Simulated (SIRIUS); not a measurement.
Input of a SIRIUS 7.10.0 run:

sirius.json

```json
{
  "control": {
    "processing_unit": "cpu",
    "verbosity": 2,
    "num_bands_to_print": 49,
    "print_forces": true,
    "print_stress": true
  },
  "parameters": {
    "electronic_structure_method": "pseudopotential",
    "xc_functionals": ["XC_GGA_X_PBE", "XC_GGA_C_PBE"],
    "gk_cutoff": 9.2,
    "pw_cutoff": 18.4,
    "ngridk": [6, 6, 6],
    "shiftk": [0, 0, 0],
    "smearing": "fermi_dirac",
    "smearing_width": 0.0018374661,
    "num_bands": 49,
    "num_mag_dims": 0,
    "num_dft_iter": 100,
    "energy_tol": 1e-08,
    "density_tol": 1e-06
  },
  "iterative_solver": {
    "type": "davidson",
    "min_tolerance": 1e-09,
    "tolerance_scale": [0.1, 0.25]
  },
  "mixer": {
    "type": "anderson",
    "beta": 0.7,
    "max_history": 8
  },
  "settings": {
    "tol_ne": 1e-10,
    "pseudo_grid_cutoff": 6.5
  },
  "unit_cell": {
    "lattice_vectors": [
      [-6.23131520417, 6.23131520417, 6.23131520417],
      [6.23131520417, -6.23131520417, 6.23131520417],
      [6.23131520417, 6.23131520417, -6.23131520417]
    ],
    "atom_coordinate_units": "lattice",
    "atom_types": ["B", "As"],
    "atom_files": {
      "B": "B.json",
      "As": "As.json"
    },
    "atoms": {
      "B": [
        [0.31651, 0.31651, 0.31651],
        [0.0, 0.0, 0.68349],
        [0.0, 0.68349, 0.0],
        [0.68349, 0.0, 0.0]
      ],
      "As": [
        [0.67204, 0.67204, 0.67204],
        [0.0, 0.0, 0.32796],
        [0.0, 0.32796, 0.0],
        [0.32796, 0.0, 0.0]
      ]
    }
  }
}
```

Potentials or basis: PseudoDojo 0.4.1 PBE standard (scalar relativistic).

Launch:

```console
$ upf_to_json B.upf
$ upf_to_json As.upf
$ OMP_NUM_THREADS=1 sirius.scf --input=sirius.json --output=out.json --task=0
```

(1) Estimate the pressure.

(2) What does it give for the band gap on the k mesh?

(3) Estimate the largest force.

Answers

(1) 0.0 GPa.

(2) 1.09 eV.

(3) 0.019 eV/Å.
